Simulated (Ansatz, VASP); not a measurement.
## Two plane-wave programs on Pb

```
Pb
1.0
    -2.05143    2.05143    2.05143
     2.05143   -2.05143    2.05143
     2.05143    2.05143   -2.05143
Pb
1
Cartesian
  0.0000 0.0000 0.0000
```

Alike in both runs: task single point; functional RPBE; k mesh 12 × 12 × 12; occupations fermi-dirac, width 0.1 eV; no spin polarisation.

```csv
,VASP,Ansatz
version,VASP 6.6.1,Ansatz 0.2.0
potentials or method,"VASP PAW PBE potentials, release 64 (Pb_d)","plane waves (420 eV) with PAW, scalar-relativistic"
plane-wave cutoff (eV),520,420
valence electrons in the cell,14,14
```

|  | VASP | Ansatz | Ansatz less VASP |
| --- | --- | --- | --- |
| pressure (GPa) | -1.1 | -1.1 | +0.04 |

Caveats: the PAW data sets were made with another functional, which shifts forces and pressure a little (VASP). The runs have no spin-orbit coupling, so splittings on Pb are missing.
